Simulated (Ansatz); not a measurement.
System: fluorite SrF2. Method: LDA in Ansatz (PAW).

Run with plane-wave cutoff 520 eV, 10×10×10 k mesh, Fermi–Dirac smearing 0.01 eV, scalar-relativistic PAW data made under PBE.

The volume scan:

```csv
V (Å³/atom),E − E_lowest (meV/atom),P (GPa)
14.224,16.54,6.15
14.527,7.11,3.88
14.830,1.74,1.85
15.132,0.00,0.03
15.435,1.49,-1.58
15.737,5.87,-3.03
16.040,12.83,-4.31
```

Q: Estimate the bulk modulus from the pressures at 14.830 and 15.435 Å³/atom, and compare it with a fit to all energies.

A: B = −V dP/dV. Between V = 14.830 and 15.435 Å³/atom, dP/dV = (-1.58 − (1.85))/(15.435 − 14.830) = -5.67 GPa per Å³/atom; at the midpoint 15.133 Å³/atom this gives B ≈ 85.8 GPa. The third-order Birch–Murnaghan fit gives V0 = 15.138 Å³/atom, B0 = 85.4 GPa, B′ = 4.7, which lies within 1 % of that estimate.

Measured, for comparison: bulk modulus 69 GPa (temperature not stated, not corrected to a static lattice; as tabulated in On the Morphology of Group II Metal Fluoride Nanocrystals at Finite Temperature …). Computed less measured: bulk modulus +24 %.

Static lattice: no zero-point or thermal effects.

Ansatz is a quantum-chemistry and plane-wave program.
